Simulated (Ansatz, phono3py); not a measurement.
# AlAs (F-43m): lattice thermal conductivity, part 2 of 3

Aim: the lattice thermal conductivity of AlAs against temperature, and which phonons carry it.

Experimental results on record:
- thermal conductivity 98 W/m/K near room temperature (given in “Combining the AFLOW GIBBS and Elastic Libraries to efficiently and robustly screen thermo-mechanical properties of solids”, 2017, arXiv:1611.05714)

Ansatz 0.2.0; DFT LDA, scalar-relativistic, plane waves, PAW; PAW set soft_1.

So far. Step 2 (A first coarse run): The start is under -1.2 GPa at this level and looks like an insulator or semiconductor on this mesh. Step 4 (Relaxing to small residual forces and stress): The residual pressure is 0.0023 GPa, small enough for phonons. The relaxed cell has a = 5.629 Å (conventional setting).

## 6. Anharmonic force constants and conductivity

Pairs of atoms inside the cutoff are displaced in a supercell, the forces give the cubic constants, and these give the three-phonon rates of the Boltzmann equation.

Contents of input.yaml:

```yaml
crystal:
  lattice:
    - [0.0, 2.814436708, 2.814436708]
    - [2.814436708, 0.0, 2.814436708]
    - [2.814436708, 2.814436708, 0.0]
  atoms:
    - { symbol: Al, position: [0.0, 0.0, 0.0] }
    - { symbol: As, position: [0.25, 0.25, 0.25] }
kpoints:
  mp_grid: { grid: [6, 6, 6] }
hamiltonian:
  xc: lda
  pseudopotentials: { kind: paw, azcp: { folder: soft_1 }, xc_functional: pbe }
scf:
  occupations: { method: fixed }
  lower_state_search: "off"
output:
  eigenvalues: true
phonons:
  method: fd
  dielectric: true
  qmesh: [6, 6, 6]
  temperatures: { t_max: 1000, t_step: 50 }
  qpath:
    path:
      - [[0.0, 0.0, 0.0], [-0.5, -0.5, 0.0], [-0.375, -0.375, 0.25]]
      - [[-0.375, 0.0, 0.375], [0.0, 0.0, 0.0], [0.0, 0.0, 0.5], [-0.5, -0.25, 0.25], [-0.5, -0.5, 0.0]]
    npoints: 10
  third_order: { supercell: [3, 3, 3], pair_cutoff: 4.817 }
  lattice_thermal_conductivity:
    qmesh: [19, 19, 19]
    temperatures: [100.0, 150.0, 200.0, 300.0, 400.0, 500.0, 600.0, 800.0]
    isotope_mass_variance: [{ species: Al, variance: 0.0 }, { species: As, variance: 0.0 }]
```

Launch:

```bash
> ansatz run input.yaml --threads 8 --pin off --max-ram 19456MiB --backend cpu --events-out ev --progress --plain --runs-dir out
```

Numbers of over 12 decimals in the logs are rounded to 6 here.

What it wrote:

```text
Warning: phonons: the dynamical matrix that this run interpolates holds no multipole term above the dipole-dipole one, and a site of this crystal is no centre of inversion, so its interpolated transverse optical and acoustic branches and sound speeds can stay off near Gamma, and the density of states and the thermodynamics with them. What a run solves at a wave vector of phonons.qpoints, Gamma apart, where the deck admits one, is free of this, and under fd what a larger phonons.supercell samples
Warning: phonons.dielectric: true without phonons.rigid_motions: the static dielectric tensor ε⁰ will be withheld (ε∞, Z* and the rows of modes are given); for a crystal or a slab, whose only rigid motions are the translations, set phonons.rigid_motions: translations
Warning: phonons.third_order: as it is cut ahead of every solve, the batch solves 125 displaced supercells where 101 would do. It runs under 24 of the 648 operations that the crystal's space group holds on the batch's supercell: the run's FFT boxes carry no more. The force constants lose no accuracy. For the smaller batch, try basis.xc_grid above 1 where it is 1, a denser FFT box (accuracy: high where it is lower, or a larger basis.ecutrho_ratio), or the same crystal shifted so that one of its atoms lies at the cell's origin: each can bring back operations that the batch needs, and none is sure to; [rest of the remark cut]
[...]
Crystal: 12 atoms, lattice volume = 267.520 Å³
Basis set: ecut = 420 eV, 5227 PW (Γ), FFT grids on a1, −a1+a2+a3, −a1+a3
Bands: 66, of which v1, the nominal top of the filled ones, is band 54 counted from 1 (53 counted from 0)
Symmetry: 12 space group operations
k-points: 16 of 36 (time reversal used)
[...]
SCF iter   1: F=—  HF=-31724.895970 eV  |F-HF|=—  |Δ(HF+E_count)|=         —  Δρ=1.06e-7  dr2=1.53e-11  ethr=1.00e-12  ⟨swp⟩=3.0  Hψ=2699  notcnv=0
[...]
SCF iter   2: F=-31724.895970 eV  HF=-31724.895970 eV  |F-HF|=3.64e-12  |Δ(HF+E_count)|=  1.46e-11  Δρ=5.60e-8  dr2=3.72e-12  ethr=1.00e-12  ⟨swp⟩=3.4  Hψ=2862  notcnv=0
SCF 1 converged in 2 iterations: F = -31724.895970 eV  dr2 = 3.72e-12
[...]
Crystal: 2 atoms, lattice volume = 44.587 Å³
Basis set: ecut = 420 eV, 893 PW (Γ), exchange–correlation on 54×54×54 points (8 copies of the dense FFT grid, shifted against one another)
Bands: 13, of which v1, the nominal top of the filled ones, is band 9 counted from 1 (8 counted from 0)
Symmetry: 24 space group operations
k-points: 46 of 216 (irreducible under 4 space group operations, time reversal used)
[...]
SCF iter   3: F=-5287.482662 eV  HF=-5287.482662 eV  |F-HF|=2.73e-11  |Δ(HF+E_count)|=  5.09e-11  Δρ=2.86e-7  dr2=4.31e-11  ethr=1.00e-12  ⟨swp⟩=3.9  Hψ=2716  notcnv=0
SCF 2 converged in 3 iterations: F = -5287.482662 eV  dr2 = 4.31e-11
[...]
NSCF: frozen V_eff on 2 k-points
DFPT response loops at Γ: preconditioner auto → none (the input reference at scf.mixing.eps_inf says where Resta's filter doesn't serve); β = 0.50; Broyden in place of MSR1
── the response to a field inside a basis, on 8×8×8 k-points: an SCF that follows is theirs, and a resumed run solves both again ──
Bands: 10, of which v1, the nominal top of the filled ones, is band 9 counted from 1 (8 counted from 0)
k-points: 60
[...]
Eigensolver: Dense (60 Hₖ)
SCF iter   1: F=—  HF=-5287.494858 eV  |F-HF|=—  |Δ(HF+E_count)|=         —  Δρ=3.47e-4  dr2=8.75e-5  ethr=1.00e-1
[...]
SCF iter   4: F=-5287.494830 eV  HF=-5287.494830 eV  |F-HF|=2.18e-9  |Δ(HF+E_count)|=   1.08e-7  Δρ=6.82e-6  dr2=1.38e-8  ethr=4.75e-9
SCF 1 converged in 4 iterations: F = -5287.494830 eV  dr2 = 1.38e-8
[...]
Symmetry: 2 space group operations
[...]
SCF iter   7: F=-31724.895935 eV  HF=-31724.895935 eV  |F-HF|=0.00e0  |Δ(HF+E_count)|=  1.46e-11  Δρ=3.33e-8  dr2=5.09e-12  ethr=1.00e-12  ⟨swp⟩=5.0  Hψ=4422  notcnv=0
SCF 2 converged in 7 iterations: F = -31724.895935 eV  dr2 = 5.09e-12
[...]
SCF iter   3: F=-31724.895935 eV  HF=-31724.895935 eV  |F-HF|=7.28e-12  |Δ(HF+E_count)|=    0.00e0  Δρ=1.41e-8  dr2=6.54e-13  ethr=1.00e-12  ⟨swp⟩=4.4  Hψ=4263  notcnv=0
SCF 3 converged in 3 iterations: F = -31724.895935 eV  dr2 = 6.54e-13
Symmetry: 1 space group operations
k-points: 20 of 36 (time reversal used)
[...]
SCF iter   7: F=-31724.895940 eV  HF=-31724.895940 eV  |F-HF|=1.09e-11  |Δ(HF+E_count)|=  7.28e-12  Δρ=3.68e-8  dr2=5.68e-12  ethr=1.00e-12  ⟨swp⟩=5.0  Hψ=5511  notcnv=0
SCF 4 converged in 7 iterations: F = -31724.895940 eV  dr2 = 5.68e-12
[...]
SCF iter   3: F=-31724.895940 eV  HF=-31724.895940 eV  |F-HF|=0.00e0  |Δ(HF+E_count)|=  7.28e-12  Δρ=1.61e-8  dr2=6.55e-13  ethr=1.00e-12  ⟨swp⟩=4.5  Hψ=5450  notcnv=0
SCF 5 converged in 3 iterations: F = -31724.895940 eV  dr2 = 6.55e-13
[...]
SCF iter   7: F=-31724.895936 eV  HF=-31724.895936 eV  |F-HF|=1.46e-11  |Δ(HF+E_count)|=  3.64e-12  Δρ=3.02e-8  dr2=3.81e-12  ethr=1.00e-12  ⟨swp⟩=5.0  Hψ=4464  notcnv=0
SCF 6 converged in 7 iterations: F = -31724.895936 eV  dr2 = 3.81e-12
[...]
SCF iter   3: F=-31724.895936 eV  HF=-31724.895936 eV  |F-HF|=1.82e-11  |Δ(HF+E_count)|=  4.00e-11  Δρ=1.99e-8  dr2=6.19e-13  ethr=1.00e-12  ⟨swp⟩=4.8  Hψ=4523  notcnv=0
SCF 7 converged in 3 iterations: F = -31724.895936 eV  dr2 = 6.19e-13
[...]
SCF iter   7: F=-31724.895938 eV  HF=-31724.895938 eV  |F-HF|=0.00e0  |Δ(HF+E_count)|=  1.46e-11  Δρ=2.85e-8  dr2=3.43e-12  ethr=1.00e-12  ⟨swp⟩=5.0  Hψ=5446  notcnv=0
SCF 8 converged in 7 iterations: F = -31724.895938 eV  dr2 = 3.43e-12
[...]
SCF iter   3: F=-31724.895938 eV  HF=-31724.895938 eV  |F-HF|=1.09e-11  |Δ(HF+E_count)|=  3.27e-11  Δρ=2.24e-8  dr2=1.01e-12  ethr=1.00e-12  ⟨swp⟩=4.8  Hψ=5505  notcnv=0
SCF 9 converged in 3 iterations: F = -31724.895938 eV  dr2 = 1.01e-12
Basis set: ecut = 420 eV, 5221 PW (Γ), FFT grids on a1, a2, −3a1−3a2+a3
[...]
SCF 218 converged in 7 iterations: F = -142762.022205 eV  dr2 = 8.10e-10
[...]
SCF iter   8: F=-142762.022000 eV  HF=-142762.022000 eV  |F-HF|=1.46e-10  |Δ(HF+E_count)|=  1.46e-10  Δρ=6.48e-8  dr2=9.26e-11  ethr=1.00e-12  ⟨swp⟩=4.0  Hψ=7421  notcnv=0
SCF 219 converged in 8 iterations: F = -142762.022000 eV  dr2 = 9.26e-11
[...]
SCF iter   8: F=-142762.022373 eV  HF=-142762.022373 eV  |F-HF|=2.91e-10  |Δ(HF+E_count)|=  1.46e-10  Δρ=7.94e-8  dr2=1.17e-10  ethr=1.00e-12  ⟨swp⟩=4.0  Hψ=8174  notcnv=0
SCF 220 converged in 8 iterations: F = -142762.022373 eV  dr2 = 1.17e-10
[...]
SCF iter   8: F=-142762.022417 eV  HF=-142762.022417 eV  |F-HF|=3.20e-10  |Δ(HF+E_count)|=  1.75e-10  Δρ=7.92e-8  dr2=1.16e-10  ethr=1.00e-12  ⟨swp⟩=4.0  Hψ=8124  notcnv=0
SCF 221 converged in 8 iterations: F = -142762.022417 eV  dr2 = 1.16e-10
[...]
SCF iter   8: F=-142762.022368 eV  HF=-142762.022368 eV  |F-HF|=1.16e-10  |Δ(HF+E_count)|=  1.16e-10  Δρ=7.86e-8  dr2=1.14e-10  ethr=1.00e-12  ⟨swp⟩=4.0  Hψ=6110  notcnv=0
SCF 222 converged in 8 iterations: F = -142762.022368 eV  dr2 = 1.14e-10
[...]
SCF iter   8: F=-142762.022421 eV  HF=-142762.022421 eV  |F-HF|=3.20e-10  |Δ(HF+E_count)|=  8.73e-11  Δρ=8.46e-8  dr2=1.37e-10  ethr=1.00e-12  ⟨swp⟩=4.0  Hψ=6127  notcnv=0
SCF 223 converged in 8 iterations: F = -142762.022421 eV  dr2 = 1.37e-10
SCF converged after 2 iterations
Free energy (F): -31724.895970 eV
[...]
Internal energy: -31724.895970 eV  (E = F + TS)
E sigma→0 (E₀):  -31724.895970 eV
Fermi energy:    6.050834 eV
[...]
--- Band table (eV; the first three rows and the last of 16) ---
  k-point 0: bands = [... 50 lower, 5.3817, 6.0508, 6.0508, 6.0508, 7.3695, 8.0325, 8.2614, 8.3616, ... 8 higher]
  k-point 1: bands = [... 50 lower, 5.2543, 5.3817, 5.3817, 5.7100, 7.9535, 8.3616, 8.5624, 8.9585, ... 8 higher]
  k-point 2: bands = [... 50 lower, 5.7851, 5.7851, 5.7851, 5.7851, 8.0460, 8.0460, 8.1305, 8.1305, ... 8 higher]
  k-point 15: bands = [... 50 lower, 4.3723, 4.3723, 4.7714, 4.7714, 8.9585, 8.9585, 9.1442, 9.1442, ... 8 higher]
--- Phonons: 63 displaced members + 10 references (amplitude of the first 0.0025 Å, Σ member SCF iterations 321) ---
  ASR residual: 2.866e-4 → 0.000e0 eV/Å²; symmetrization residual: 4.873e-5 eV/Å²
  largest component of a force at the reference: 2.4e-6 eV/Å
  ASR residual per site (eV/Å²): 2.87e-4 7.89e-5
  Γ frequencies (cm⁻¹): 0.00 0.00 0.00 358.55 358.55 358.55
  Unit cell's response to a homogeneous field: 3 representative field directions (Σ response iterations 15)
  ε∞ (high-frequency dielectric tensor):
        9.438149    -0.000000    -0.000000
       -0.000000     9.438149     0.000000
       -0.000000     0.000000     9.438149
  ε⁰ (static dielectric tensor): not given — the deck does not say what the cell's rigid motions are, and on a molecule in a box or a wire the rigid rotations would enter the sum over the modes at Γ. For a crystal or a slab, whose only rigid motions are the translations, set phonons.rigid_motions: translations.
  Born effective charges Z* (e; rows j = field, columns β = displacement):
    site 0:
         2.14805   -0.00000   -0.00000
         0.00000    2.14805    0.00000
         0.00000    0.00000    2.14805
    site 1:
        -2.14805    0.00000    0.00000
        -0.00000   -2.14805   -0.00000
        -0.00000   -0.00000   -2.14805
  Z* charge neutrality: 9.035e-5 e pre-enforcement
  solved inside a basis spanned on the 6×6×6 k-mesh, on 8×8×8 k-points transformed towards the longest dipole: ε∞ is read to err by 2.6e-2, Z* by 1.6e-2 e; Z* is corrected for what the basis lacks
  optical modes at Γ without the LO–TO term, one row a degenerate level:
      ω (cm⁻¹)  modes    IR ((D/Å)²/amu)
        358.55      3            16.0985
  optical modes at Γ + LO–TO along q̂ = [1.0000, 0.0000, 0.0000]:
      ω (cm⁻¹)  modes    IR ((D/Å)²/amu)
        358.55      2            10.7324
        394.66      1             5.3662
  optical modes at Γ + LO–TO along q̂ = [0.0000, 1.0000, 0.0000]:
      ω (cm⁻¹)  modes    IR ((D/Å)²/amu)
        358.55      2            10.7324
        394.66      1             5.3662
  optical modes at Γ + LO–TO along q̂ = [0.0000, 0.0000, 1.0000]:
      ω (cm⁻¹)  modes    IR ((D/Å)²/amu)
        358.55      2            10.7324
        394.66      1             5.3662
--- Phonons (by wavevector): 16 wavevectors in 10 supercells ---
  supercell 1 (6 cells, vectors [1, 0, 0], [0, 3, -3], [0, 0, 2] in multiples of the cell's): 8 displaced members by 0.0025 Å; free energy -31724.895970 eV; taken off its force constants: by the sum rule 1.2e-4, by the symmetrisation 4.2e-5 eV/Å²
  symmetry images taken by strict's conditions (phonons.symmetry_images: auto; settled by no image being taken that strict refuses)
[...]
q = [0.0000, 0.0000, 0.0000] (star 1, supercell 1; hermiticity 4.07e-17, symmetrization 7.43e-7): -0.00 -0.00 0.00 358.55 358.55 358.55
[...]
joined force constants: q→R imaginary residual 5.74e-19
  density of states and harmonic sums: on the 24×24×24 q-mesh, interpolated from the force constants of a 6×6×6 supercell (with the dipole–dipole term)
  largest difference from the sums on the solved wave vectors: F 3.70e-3 eV, S 4.88e-6 and C_V 1.18e-6 eV/K
  zero-point energy: 0.087994 eV/cell   skipped modes (ω ≤ 0): 3   left out of the sums: 3.62e-5 of the cell's modes: C_V's classical limit lies that fraction below 3 k_B per atom; for a crystal, a wire or a layer, F and S can be off by more, and a phonons.interpolated_qmesh denser along its periods is the remedy for the sampling
--- Third-order force constants: 148 member SCFs in a 3×3×3 supercell (pair cutoff 4.817 Å, amplitude 0.03 Å, SCF threshold 1.00e-9 eV, Σ member SCF iterations 1140) ---
[...]
sum-rule residual: 6.178e-1 → 1.612e-14 eV/Å³; symmetrization residual: 1.265e-2 eV/Å³; largest sum-rule correction relative to its orbit: 2.664e-1, on the orbit of the block of home site 0 with site 1 of cell (-1, -1, 0) and site 1 of cell (-1, -1, 0), whose norm before the correction was 2.394e-1 eV/Å³
--- Lattice thermal conductivity: 19×19×19 mesh (220 irreducible points), tetrahedron method ---
  three-phonon and isotope scattering only; four-phonon, boundary and, in a metal, phonon-electron scattering are left out
  each conductivity is what the modes' populations carry and what the coherences between them add
  conductivity (a third of the tensor's trace), W/(m K), in the relaxation-time approximation and from the full solution:
       T (K)   relaxation time   full solution  iterations             ending  least Ritz value
      100.00          357.5039        356.1732           8          converged          6.290e-1
      150.00          197.2969        195.9498           8          converged          6.377e-1
      200.00          138.3466        137.4160           8          converged          6.256e-1
      300.00           88.1293         87.5977           8          converged          6.213e-1
      400.00           65.1329         64.7662           8          converged          6.199e-1
      500.00           51.7755         51.4953           8          converged          6.192e-1
      600.00           43.0064         42.7792           8          converged          6.188e-1
      800.00           32.1619         31.9964           8          converged          6.184e-1
```

Wall time 57 min (8 threads of Arm Neoverse V1, shared host); peak memory 12 GiB; 7.5 h of CPU time.

This step gave:

* Γ frequencies: 0, 0, 0, 358.6, 358.6, 358.6 cm⁻¹ (negative: imaginary)
* lowest frequency on the path: 0 cm⁻¹
* zero-point energy: 0.08799 eV/cell
* point group: -43m
* highest frequency: 395 cm⁻¹
* Debye temperature from the second moment: 491 K
* κ at 300 K (relaxation time): 88.13 W/m/K
* κ at 300 K (full solution): 87.6 W/m/K
* dipole term: run
* mean free path at half of κ: 299 nm
* share of κ above the three lowest branches: 0.038
* third-order blocks: 842
* periodic aliases dropped: 168
* largest relative sum-rule correction: 0.2664
* displaced cells, third order: 148

LO-TO term included. The phonon branches at the labelled points (cm⁻¹):

```tsv
point	branch 1	branch 2	branch 3	branch 4	branch 5	branch 6
Γ	0	0	0	359	359	395
halfway	83	83	148	337	337	393
X	95	95	212	331	331	390
halfway	94	112	208	332	333	378
U	94	135	200	332	333	362
jump to K	94	135	200	332	333	362
halfway	72	102	150	342	347	372
Γ	0	0	0	359	359	395
halfway	60	60	145	350	350	384
L	70	70	209	348	348	368
halfway	96	121	195	334	345	352
W	124	131	194	336	337	341
halfway	109	114	204	333	334	367
X	95	95	212	331	331	390
```

The phonon branches as a text plot (rows in cm⁻¹):

```
    387 |**************          *************                 **
    370 |              ***     **             ******          *
    354 |****             ***** *************************   **
    337 |    ********************                  **************
    321 |
    304 |
    288 |
    272 |
    255 |
    239 |
    222 |
    206 |         *********                    *******      *****
    189 |        *         **                 *       ******
    173 |       *            ***             *
    156 |                       *
    140 |      *          ***               *           **
    123 |    **         **   *** *         *          ** *****
    107 |              *        * **                 * **    **
     91 |   *  ****************  *        *        ****        **
     74 |    **                ** ***         *******
     58 |  **                    *       * ***
     41 |  *                      ****    *
     25 | *                         **  **
      8 |*                           ****
         Γ           X  U|K            Γ         L        W     X
```

W/m/K. Kappa, by row:

```tsv
T (K)	RTA xx	RTA yy	RTA zz	full xx	full yy	full zz	coherence part xx	coherence part yy	coherence part zz	ending	iterations	least Ritz value
100	357.5	357.5	357.5	356.2	356.2	356.2	0.01954	0.01954	0.01954	converged	8	0.629
150	197.3	197.3	197.3	195.9	195.9	195.9	0.04061	0.04061	0.04061	converged	8	0.638
200	138.3	138.3	138.3	137.4	137.4	137.4	0.0591	0.0591	0.0591	converged	8	0.626
300	88.13	88.13	88.13	87.6	87.6	87.6	0.08255	0.08255	0.08255	converged	8	0.621
400	65.13	65.13	65.13	64.77	64.77	64.77	0.09247	0.09247	0.09247	converged	8	0.62
500	51.78	51.78	51.78	51.5	51.5	51.5	0.09539	0.09539	0.09539	converged	8	0.619
600	43.01	43.01	43.01	42.78	42.78	42.78	0.09526	0.09526	0.09526	converged	8	0.619
800	32.16	32.16	32.16	32	32	32	0.09248	0.09248	0.09248	converged	8	0.618
```

Table of lattice thermal conductivity by temperature:

```tsv
temperature (K)	RTA xx (W/m/K)	full xx (W/m/K)
100	358	356
150	197	196
200	138	137
300	88.1	87.6
400	65.1	64.8
500	51.8	51.5
600	43.0	42.8
800	32.2	32
```

The modes has structure finer than the step of the table below, so its rows give means over 20 cm⁻¹, whole bins alone (the curve runs from -10 to 417 cm⁻¹). Peaks (cm⁻¹: height): Al 94.7: 0.0119, 336.3: 0.0819; As 94.7: 0.0339, 194.0: 0.0387, 336.3: 0.0252.

Phonopy on the run's constants, 17x17x17 mesh, Gaussian sigma 3.0 cm⁻¹. Table of modes by wavenumber; means over each step; values in 1/cm⁻¹/cell:

```tsv
wavenumber (cm⁻¹)	Al	As
0	8.6e-6	2.5e-5
20	1.1e-4	3.1e-4
40	5.6e-4	0.00158
60	0.00215	0.00616
80	0.00683	0.0197
100	0.00940	0.0267
120	0.00575	0.0169
140	0.00246	0.00816
160	7.8e-4	0.00466
180	0.00119	0.0135
200	7.7e-4	0.0218
220	6.5e-6	5.4e-4
240	0	0
260	0	0
280	0	0
300	0	0
320	0.00501	0.00145
340	0.0681	0.0207
360	0.0303	0.00526
380	0.0144	0.00213
400	0.00215	5.3e-4
```

Distinct triplets, nearest first. Third order norms, by row:

```tsv
sites	side 1 (Å)	side 2 (Å)	side 3 (Å)	norm of the 27 components (eV/Å³)
Al-Al-Al	0	0	0	62.41
As-As-As	0	0	0	67.98
Al-As-As	0	2.44	2.44	26.7
Al-As-Al	0	2.44	2.44	26.64
Al-Al-As	2.44	2.44	3.98	0.673
Al-As-As	2.44	2.44	3.98	0.355
Al-Al-Al	0	3.98	3.98	0.638
Al-Al-Al	3.98	3.98	3.98	0.197
Al-Al-Al	3.98	3.98	3.98	0.06
As-As-As	0	3.98	3.98	0.627
As-As-As	3.98	3.98	3.98	0.087
As-As-As	3.98	3.98	3.98	0.132
Al-As-Al	2.44	3.98	4.67	0.13
Al-As-As	2.44	3.98	4.67	0.177
Al-As-As	0	4.67	4.67	0.203
Al-As-As	3.98	4.67	4.67	0.017
Al-As-As	3.98	4.67	4.67	0.032
Al-As-Al	3.98	4.67	4.67	0.025
Al-As-Al	3.98	4.67	4.67	0.015
Al-As-Al	0	4.67	4.67	0.232
```

Born charge (rows field, columns displacement) (e), principal values of the symmetric part by kind of site:

```tsv
atom	atoms with these values	low	middle	high	mean
Al1	1	2.15	2.15	2.15	2.15
As2	1	-2.15	-2.15	-2.15	-2.15
```

In full for Al1:

```
2.15 0.00 0.00
0.00 2.15 0.00
0.00 0.00 2.15
```

RTA, 300 K. Kappa by branch, by row:

```tsv
branch (by rank)	mean frequency (THz)	mean rms speed (km/s)	median lifetime (ps)	share of kappa
1	2.62	1.53	48.4	0.264
2	3.2	2.12	47.3	0.414
3	5.35	1.99	6.34	0.283
4	10.13	0.51	20.9	0.007
5	10.25	0.58	24.7	0.01
6	11.01	1.26	10.6	0.021
```

(Part 2 of 3 ends here.)

[Logs are printed without paths, hosts, clocks, repeated set-up lines and the standing remarks that a program may print on its own settings, such as how far it seeks lower states.]

[Hosts, paths, dates, database ids (printed as entryN), source tags and the programs' standing remarks are cut or masked in the printed files.]

[A step with changed settings may run another functional than the one named; its input shows which.]
